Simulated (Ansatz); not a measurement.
RuO₂ (rutile, P4_2/mnm) at seven volumes, LDA (plane waves, PAW; program Ansatz), shape and atoms relaxed at each. One row is withheld.

```csv
V (Å³/atom),P (GPa)
9.133,35.06
9.434,21.41
9.735,9.82
10.036,0.00
10.337,-8.30
10.638,-15.29
10.939,?
```

Q: Fit the shown pressures and predict the withheld one.

A: P = (3/2)B₀(x^(7/2) − x^(5/2))[1 + (3/4)(B′ − 4)(x − 1)] with x = (V₀/V)^(2/3). Least squares on the six rows gives V₀ = 10.037 Å³/atom, B₀ = 300 GPa, B′ = 4.53. At V = 10.939, x = 0.9442 and P = -21.26 GPa. The run itself gave -21.15 GPa.

The LDA relaxation kept the symmetry of its start; of distortions, only those at the zone centre were tested. No spin polarisation was allowed.

Potentials: the later of the program's two PAW sets.
